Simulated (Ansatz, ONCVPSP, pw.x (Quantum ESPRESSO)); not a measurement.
**Equation-of-state test of one ONCV potential (nickel)**

| Item | Value |
| --- | --- |
| Element | nickel (Ni) |
| Generator | ONCVPSP 4.0.1.1 (patched build) |
| Type | optimised norm-conserving Vanderbilt (ONCV) |
| Functional | PBE |
| Relativity | scalar-relativistic |
| Frozen core | [Ne] |
| Valence charge | 18 |
| Reference configuration | 3s2 3p6 3d8 4s1.5 4p0.5 |
| Partial waves | 3s+4s: rc 1.56 bohr, ncon 4, nbas 7, qcut 10.6 1/bohr, 2 projectors; 3p+4p: rc 1.50 bohr, ncon 4, nbas 9, qcut 13 1/bohr, 2 projectors; 3d: rc 1.92 bohr, ncon 4, nbas 9, qcut 8.8 1/bohr, 1 projector |
| Local potential | polynomial inside 1.44 bohr (lpopt 5, dvloc0 -1 Ha) |
| Core correction | none |

Crystal test: fcc Ni in pw.x 7.5, no spin, 16³ k-points, Fermi–Dirac smearing 0.01 Ry, cutoffs 115/460 Ry. The reference is all-electron LAPW (Ansatz 0.2.0) with the same functional, mesh and smearing; V0 and B0 come from Birch–Murnaghan fits to the pressures at five volumes. Errors are pseudo minus all-electron; Δ is the rms difference of the E(V) curves that follow from these fits, minima aligned, over ±6 % about the mean V0. Mesh and smearing are coarse, so the numbers serve the comparison and aren't converged zero-temperature values; the lattice is a test structure that the element need not adopt. Spin polarisation and strong correlation are left out, which matters for this element.

```
V (Å³/atom)  P all-electron (GPa)  P pseudo (GPa)
     10.360                 10.94           14.35
     10.632                  4.80            7.91
     10.905                 -0.50            2.34
     11.178                 -5.07           -2.50
     11.450                 -9.00           -6.62
```

All-electron: a0 = 3.517 Å (V0 = 10.88 Å³/atom), B0 = 198.9 GPa.

Pseudopotential: mean pressure error (GPa): +2.86; a0 (Å): 3.534; a0 error (%): +0.47; B0 error (%): -1.8; Δ (meV/atom): 6.7.

Q: At the middle volume, how do free energy and pressure move when the wave cutoff is lowered (ecutrho kept at four times it)?

A:

| cutoff (Ry) | shift of F (meV/atom) | shift of P (GPa) |
| --- | --- | --- |
| 52 | +8005.0 | -529.89 |
| 69 | +969.5 | -79.47 |
| 92 | +47.5 | -6.01 |

Input at the middle volume:

```
&control
  calculation='scf', prefix='x', pseudo_dir='./', outdir='./tmp', tstress=.true., disk_io='none'
/
&system
  ibrav=0, nat=1, ntyp=1, ecutwfc=115, ecutrho=460, nbnd=17,
  occupations='smearing', smearing='fd', degauss=0.01
/
&electrons
  conv_thr=1e-09, mixing_beta=0.4, electron_maxstep=70
/
ATOMIC_SPECIES
Ni 1.0 Ni.UPF
CELL_PARAMETERS angstrom
  0.00000000 1.76007791 1.76007791
  1.76007791 0.00000000 1.76007791
  1.76007791 1.76007791 0.00000000
ATOMIC_POSITIONS crystal
Ni 0.0000 0.0000 0.0000
K_POINTS automatic
16 16 16 0 0 0
```

```bash
pw.x < Ni.scf.in > Ni.scf.out
```

Lines of the output:

```
Message from routine setup:
     using ibrav=0 with symmetry is DISCOURAGED, use correct ibrav instead
     lattice parameter (alat)  =       4.7038  a.u.
     unit-cell volume          =      73.5906 (a.u.)^3
     number of electrons       =        18.00
     number of Kohn-Sham states=           17
     kinetic-energy cutoff     =     115.0000  Ry
     charge density cutoff     =     460.0000  Ry
     scf convergence threshold =      1.0E-09
     Exchange-correlation= PBE
     number of k points=   145  Fermi-Dirac smearing, width (Ry)=  0.0100
     iteration #  1     ecut=   115.00 Ry     beta= 0.40
     total energy              =    -321.03300222 Ry
     estimated scf accuracy    <       0.00133020 Ry
     iteration #  2     ecut=   115.00 Ry     beta= 0.40
     total energy              =    -321.03297293 Ry
     estimated scf accuracy    <       0.00038963 Ry
     iteration #  3     ecut=   115.00 Ry     beta= 0.40
     total energy              =    -321.03298655 Ry
     estimated scf accuracy    <       0.00004288 Ry
     iteration #  4     ecut=   115.00 Ry     beta= 0.40
     total energy              =    -321.03299058 Ry
     estimated scf accuracy    <       0.00000132 Ry
     iteration #  5     ecut=   115.00 Ry     beta= 0.40
     total energy              =    -321.03299066 Ry
     estimated scf accuracy    <       0.00000001 Ry
     iteration #  6     ecut=   115.00 Ry     beta= 0.40
     total energy              =    -321.03299066 Ry
     estimated scf accuracy    <       0.00000001 Ry
     iteration #  7     ecut=   115.00 Ry     beta= 0.40
     the Fermi energy is    18.8947 ev
!    total energy              =    -321.03299067 Ry
     estimated scf accuracy    <          1.2E-11 Ry
     smearing contrib. (-TS)   =      -0.01050746 Ry
     The total energy is F=E-TS. E is the sum of the following terms:
     one-electron contribution =    -153.83169318 Ry
     hartree contribution      =      87.67360814 Ry
     xc contribution           =     -31.55318520 Ry
     ewald contribution        =    -223.31121297 Ry
     convergence has been achieved in   7 iterations
          total   stress  (Ry/bohr**3)                   (kbar)     P=       23.38
     Message from routine punch:
     Nothing written, as per user request (disk_io='none')
```

The run at the middle volume (145 k-points, 7 iterations) took about 51 s on one core of a shared host (Neoverse-V1, 32 threads, 247 GiB, load 32).
